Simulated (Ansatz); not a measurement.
# Sn3Se: the cost of one run

Program: Ansatz 0.2.0. Level of theory: DFT PBEsol, scalar-relativistic, plane waves, PAW. These are calculated values, not measurements.

## Step 1: The system as given

Symmetry: Pm-3m, No. 221, cubic system. The conventional cell has a = 4.742 Å, b = 4.742 Å, c = 4.742 Å, α = 90.00°, β = 90.00°, γ = 90.00°. Around Sn (site symmetry 4/mmm) lie 8 Sn at 3.35 Å and 4 Se at 3.35 Å. Se (site symmetry m-3m) is surrounded by 12 Sn at 3.35 Å.

Coordinates:

```xyz
4
Lattice="4.7419 0.0000 0.0000 0.0000 4.7419 0.0000 0.0000 0.0000 4.7419" Properties=species:S:1:pos:R:3 pbc="T T T"
Sn    0.0000    2.3709    2.3709
Sn    2.3709    0.0000    2.3709
Sn    2.3709    2.3709    0.0000
Se    0.0000    0.0000    0.0000
```

The structure comes from the Materials Project (structure only).

## Step 2: A distortion that keeps the symmetry

Against the listed cell: strain xx, yy, zz, yz, xz, xy = -0.2, -0.2, -0.2, +0.0, +0.0, +0.0 %.

File input.yaml:

```yaml
crystal:
  lattice:
    - [4.7318736353, 0.0, 0.0]
    - [0.0, 4.7318736353, 0.0]
    - [0.0, 0.0, 4.7318736353]
  atoms:
    - { symbol: Sn, position: [0.0, 0.5, 0.5] }
    - { symbol: Sn, position: [0.5, 0.0, 0.5] }
    - { symbol: Sn, position: [0.5, 0.5, 0.0] }
    - { symbol: Se, position: [0.0, 0.0, 0.0] }
basis:
  ecutwfc: 420
kpoints:
  mp_grid: { grid: [10, 10, 10] }
hamiltonian:
  xc: pbesol
scf:
  occupations: { method: gaussian, width: 0.1 }
output:
  forces: true
  stress: true
  eigenvalues: true
```

What time and memory should one allow on 1 thread of an Arm CPU, shared host?

About 22 s, with a peak of 0.49 GiB.
